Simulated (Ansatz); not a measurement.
A plane-wave DFT run in Ansatz 0.2.0 (scalar-relativistic PAW potentials unless the input names others): input and command.

```yaml
crystal:
  lattice:
    - [1.3532593968, 3.383148492, 3.383148492]
    - [3.383148492, 1.3532593968, 3.383148492]
    - [3.383148492, 3.383148492, 1.3532593968]
  atoms:
    - { symbol: Hf, position: [0.0, 0.0, 0.0] }
    - { symbol: O, position: [0.25, 0.25, 0.25] }
    - { symbol: O, position: [0.75, 0.75, 0.75] }
basis:
  ecutwfc: "350 eV"
kpoints:
  mp_grid: { grid: [8, 8, 8] }
hamiltonian:
  xc: r2scan
scf:
  occupations: { method: tetrahedron_uncorrected }
output:
  forces: true
  eigenvalues: true
  stress: true
```

```bash
ansatz run input.yaml --threads 1 --pin off --max-ram 2560MiB --backend cpu --events-out ev --progress --plain --runs-dir out
```

Abridged log:
```
Warning: basis.ecutwfc = 350 eV is below the records' recommended 500 eV, and the density's cutoff is lower with it unless basis.ecutrho_ratio is high enough to keep the records' density cutoff: compare with a run at a higher cutoff
Basis set: ecut = 350 eV, 501 PW (Γ), FFT grids on a1−a3, a2−a3, a3, exchange–correlation on 72×72×128 points (64 copies of the dense FFT grid, shifted against one another)
Bands: 23, of which v1, the nominal top of the filled ones, is band 19 counted from 1 (18 counted from 0)
Symmetry: 12 space group operations
k-points: 65 of 512
SCF iter   1: F=—  HF=-16873.400118 eV  |F-HF|=—  |Δ(HF+E_count)|=         —  Δρ=1.16e-2  dr2=2.93e-2  dr2_τ=2.17e-1  ethr=1.77e-3  ⟨swp⟩=6.2  Hψ=6257  notcnv=0
SCF iter   2: F=—  HF=-16873.466700 eV  |F-HF|=—  |Δ(HF+E_count)|=   6.66e-2  Δρ=5.51e-3  dr2=3.87e-3  dr2_τ=1.19e-3  ethr=7.70e-5  ⟨swp⟩=3.0  Hψ=3617  notcnv=0
SCF iter   3: F=—  HF=-16873.467200 eV  |F-HF|=—  |Δ(HF+E_count)|=   5.00e-4  Δρ=3.05e-3  dr2=1.08e-3  dr2_τ=3.03e-4  ethr=1.02e-5  ⟨swp⟩=2.4  Hψ=2900  notcnv=0
SCF iter   4: F=—  HF=-16873.467537 eV  |F-HF|=—  |Δ(HF+E_count)|=   3.37e-4  Δρ=1.56e-3  dr2=9.87e-4  dr2_τ=1.10e-4  ethr=2.83e-6  ⟨swp⟩=3.0  Hψ=3010  notcnv=0
SCF iter   5: F=—  HF=-16873.467381 eV  |F-HF|=—  |Δ(HF+E_count)|=   1.56e-4  Δρ=2.47e-4  dr2=1.40e-5  dr2_τ=4.04e-6  ethr=2.60e-6  ⟨swp⟩=2.0  Hψ=2650  notcnv=0
SCF iter   6: F=—  HF=-16873.467382 eV  |F-HF|=—  |Δ(HF+E_count)|=   1.55e-6  Δρ=8.25e-5  dr2=8.50e-7  dr2_τ=1.80e-7  ethr=3.70e-8  ⟨swp⟩=2.3  Hψ=2701  notcnv=0
SCF iter   7: F=-16873.467383 eV  HF=-16873.467383 eV  |F-HF|=1.18e-8  |Δ(HF+E_count)|=   7.31e-7  Δρ=9.69e-6  dr2=1.31e-8  dr2_τ=2.11e-9  ethr=2.63e-10  ⟨swp⟩=3.7  Hψ=7568  notcnv=0
SCF 1 converged in 7 iterations: F = -16873.467383 eV  dr2 = 1.31e-8
SCF converged after 7 iterations
Free energy (F): -16873.467383 eV
Harris-Foulkes:  -16873.467383 eV  (|F-HF|=1.18e-8)
Internal energy: -16873.467383 eV  (E = F + TS)
E sigma→0 (E₀):  -16873.467383 eV
Fermi energy:    13.327862 eV
--- Forces (eV/Å), atoms counted from 1 ---
  atom   1  Hf     0.00000000     0.00000000     0.00000000
  atom   2  O      0.65353132     0.65353132     0.65353132
  atom   3  O     -0.65353132    -0.65353132    -0.65353132
--- Stress (GPa, compression-positive) ---
       45.281122     -26.213037     -26.213037
      -26.213037      45.281122     -26.213037
      -26.213037     -26.213037      45.281122
  P = ⅓ Tr σ = 45.2811 GPa (452.811 kbar)
```

Apart from outputs and empty bands, the input differs from a reference run on usual settings in scf.occupations.width: 0.05 → not typed; scf.occupations.method: "gaussian" → "tetrahedron_uncorrected"; basis.ecutwfc: 500 → "350 eV". The reference, at the same geometry (not necessarily relaxed), gave pressure 45.44 GPa, largest force 1.127 eV/Å, gap on the mesh 3.34 eV. This run converged in 7 SCF iterations (reference: 7) with an energy at zero smearing 54.04 meV/atom above the reference's, pressure 45.28 GPa, largest force 1.132 eV/Å, gap on the mesh 3.35 eV. Its cutoff is looser than usual, and the result moved.

Time: 5.2 s on 1 thread of Arm Neoverse V1 (shared host), peak memory 0.35 GiB.